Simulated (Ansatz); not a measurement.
# AlNi: the cost of one run

Program: Ansatz 0.2.0. Level of theory: DFT PBE, scalar-relativistic, plane waves, PAW. These are calculated values, not measurements.

1 further run of the same task is left out (set aside as unsound or not needed).

### 1 The system as given

Symmetry: Pm-3m, No. 221, cubic system. The conventional cell has a = 2.894 Å, b = 2.894 Å, c = 2.894 Å, α = 90.00°, β = 90.00°, γ = 90.00°. Al (site symmetry m-3m) is surrounded by 8 Ni at 2.51 Å. Around Ni (site symmetry m-3m) lie 8 Al at 2.51 Å.

Coordinates:

```xyz
2
Lattice="2.0461 -2.0461 0.0000 2.0461 2.0461 0.0000 0.0000 0.0000 2.8954" Properties=species:S:1:pos:R:3 pbc="T T T"
Al    0.0000    0.0000    0.0000
Ni    2.0461    0.0000    1.4477
```

It goes back to an entry of the Materials Project, which need not be the stable form.

This cell was relaxed beforehand with the same method: volume 12.12 Å³/atom, gap on the mesh none (metal).

### 2 The cell under 3 GPa

What is minimised here is the enthalpy; the energy can go up as the cell is squeezed.

Input file input.yaml:

```yaml
crystal:
  lattice:
    - [2.0460877279, -2.0460877279, 0.0]
    - [2.0460877279, 2.0460877279, 0.0]
    - [0.0, 0.0, 2.8954166572]
  atoms:
    - { symbol: Al, position: [0.0, 0.0, 0.0] }
    - { symbol: Ni, position: [0.5, 0.5, 0.5] }
basis:
  ecutwfc: 420
kpoints:
  mp_grid: { grid: [16, 16, 14] }
hamiltonian:
  xc: pbe
scf:
  occupations: { method: fermi_dirac, width: 0.15 }
output:
  forces: true
  stress: true
  eigenvalues: true
relax:
  adjacent_minimum: "off"
  f_tol: 0.001
  max_steps: 60
  cell: { stress_tol: 0.02, p_target: 3.0 }
```

On the command line:

```sh
> ansatz run input.yaml --threads 1 --pin off --max-ram 3072MiB --backend cpu --events-out ev --progress --plain --runs-dir out
```

**Question.** How long does this run take on 1 thread of AMD EPYC 9R45 (Zen 5), shared host, and how much memory does it need?

About 11 s, with a peak of 0.46 GiB.
